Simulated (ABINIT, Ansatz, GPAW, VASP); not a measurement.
# Fe: 4 runs at one level of theory

```
CELL_PARAMETERS angstrom
-1.44300 1.44300 1.44300
1.44300 -1.44300 1.44300
1.44300 1.44300 -1.44300
ATOMIC_POSITIONS crystal
Fe 0.00000 0.00000 0.00000
```

Alike in all runs: task band structure; functional RPBE; k mesh 13 × 13 × 13; occupations fermi-dirac, width 0.05 eV; collinear spin, ferromagnetic start; no spin-orbit coupling. Pressure is positive in compression and, in plane waves, holds the error of the finite cutoff, which Ansatz's Pulay term estimates and takes out.

```csv
program and potentials,plane-wave cutoff (eV),notes,pressure (GPa),net moment per atom (μB)
"Ansatz, Ansatz PAW",420,"potentials made for PBE, which Ansatz adapts in part; 16 valence electrons an atom on average; Pulay term of +0.11 GPa included",-3.35,2.30
"VASP, PBE PAW files Fe, 520 eV",520,potentials made for PBE; 8 valence electrons an atom on average,-2.85,2.34
"GPAW, the program's PAW data sets (release 1.2.1) made for this functional",600,8 valence electrons an atom on average,-1.35,2.30
"ABINIT, JTH PAW PBE v2.0",707,potentials made for PBE; 16 valence electrons an atom on average,-4.44,2.31
```

The pressure spans -4.44 (ABINIT, JTH PAW PBE v2.0) to -1.35 GPa (GPAW, the program's PAW data sets (release 1.2.1) made for this functional). The net moment per atom spans 2.30 (GPAW, the program's PAW data sets (release 1.2.1) made for this functional) to 2.34 μB (VASP, PBE PAW files Fe, 520 eV). Some sets were made for another functional than the one run, which can shift their rows. The state is the one that the start led to, which needn't be the lowest.

Differences between rows come from potentials, basis sets and numerical settings, since the functional is the same but for its coding. Runs on potential files found faulty are left out.
